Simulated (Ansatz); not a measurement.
Suppose SiC takes space group P6_222 (No. 180), with Si on 3d; C on 3c. A trial structure of SiC was built thus: 4-connected net, two elements alternating.

Method: Ansatz, DFT PBE, scalar-relativistic, plane waves, PAW. Cutoff 420 eV, Γ-centred mesh, Gaussian smearing, no spin polarisation.

The zero of energy is the elements' standard structures at the same level; no fitted shifts are applied.

**Question.** Predict the relaxed structure.

**Answer.**

Space group P6_222 (No. 180). a = 3.085 Å, b = 3.085 Å, c = 7.062 Å, α = 90.00°, β = 90.00°, γ = 120.00°
```json
{"atom": "Si", "site": "3d", "symmetry": "222", "x": "0.0000", "y": "0.5000", "z": "0.1667"}
{"atom": "C", "site": "3c", "symmetry": "222", "x": "0.5000", "y": "0.5000", "z": "0.3333"}
```

Si has 4 C at 1.94 Å; around C lie 4 Si at 1.94 Å. Another local minimum with the same sites may exist.

**Question.** Where does its energy lie, and is it a metal?

**Answer.** The energy over the elements is +0.362 eV/atom and the gap on the 12×12×4 mesh of the 6-atom cell is 0.87 eV. It can't be a ground state, since the elements alone are lower.

The last run used Gaussian smearing of 0.02 eV. Kohn–Sham gaps at this level usually fall short of measured ones. The reference form of C is held partly by dispersion forces, which this level lacks. Symmetry constrained the relaxation, so the result can be a saddle point. Another cell of SiC relaxed alike, in P4_2/ncm, lies 213 meV/atom lower, so this cell isn't the stable form at this level.
